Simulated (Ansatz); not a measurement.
The system is FeGe2.

```
Ge Fe
1.0
    -2.95956    2.95956    2.45140
     2.95956   -2.95956    2.45140
     2.95956    2.95956   -2.45140
Ge Fe
4 2
Direct
  0.84511 0.34511 0.19021
  0.65489 0.84511 0.50000
  0.34511 0.15489 0.50000
  0.15489 0.65489 0.80979
  0.25000 0.25000 0.00000
  0.75000 0.75000 0.00000
```

The cell is a database's computed one.

```yaml
Program: Ansatz 0.2.0
Task: relaxation of cell and atoms
Functional: PBEsol
Potentials_or_basis: Ansatz PAW
Cutoff: "420 eV (not typed: the program's choice for these potentials)"
k_mesh: 7 × 7 × 7
Occupations: fermi-dirac, width 0.05 eV
Spin: collinear spin, ferromagnetic start
Starting_moments: "[0.0, 0.0, 0.0, 0.0, 3.0, 3.0] μB"
Hubbard_terms: Fe d U = 4 eV
```

At the start: volume 14.31 Å³/atom.

Task: How do energy, volume and symmetry change on relaxing?

Result: It ends after 12 steps and the volume is 15.34 Å³/atom (+7.2 %); space group I4/mcm (No. 140, to 0.05 Å); moment 4.75 μB per cell.

The path:
| step | energy change (eV) | largest force (eV/Å) | volume (Å³) |
| --- | --- | --- | --- |
| 1 | 0.0000 | 0.0404 | 85.89 |
| 2 | -0.0660 | 0.0839 | 88.89 |
| 3 | -0.0809 | 0.0348 | 90.99 |
| 4 | -0.0812 | 0.0069 | 91.07 |
| 5 | -0.0812 | 0.0010 | 91.04 |
| 6 | -0.0832 | 0.0011 | 91.04 |
| 7 | -0.0852 | 0.1596 | 91.04 |
| 8 | -0.0933 | 0.1190 | 91.41 |
| 9 | -0.0958 | 0.0399 | 92.20 |
| 10 | -0.0962 | 0.0057 | 92.03 |
| 11 | -0.0965 | 0.0057 | 92.03 |
| 12 | -0.0965 | 0.0057 | 92.03 |

Final structure:
```cif
data_structure
_symmetry_space_group_name_H-M 'P 1'
_symmetry_Int_Tables_number 1
_cell_length_a 4.9688
_cell_length_b 4.9688
_cell_length_c 4.9688
_cell_angle_alpha 104.501
_cell_angle_beta 104.501
_cell_angle_gamma 119.949
_cell_volume 92.03
loop_
_atom_site_label
_atom_site_type_symbol
_atom_site_fract_x
_atom_site_fract_y
_atom_site_fract_z
_atom_site_occupancy
Ge1 Ge 0.84363 0.34907 0.19271 1
Ge2 Ge 0.65093 0.84363 0.49456 1
Ge3 Ge 0.34907 0.15637 0.50544 1
Ge4 Ge 0.15637 0.65093 0.80729 1
Fe1 Fe 0.25104 0.25104 0.00000 1
Fe2 Fe 0.74896 0.74896 0.00000 1
```

Caveat: the magnetic or orbital state may not be the lowest; the plane-wave basis is chosen anew once the cell has moved, so the energies of steps on either side of that aren't comparable; the PAW data sets come from PBE, with cores solved anew for the run's functional, which leaves a small shift of forces and pressure; the U is typed as a test and isn't derived for this compound.
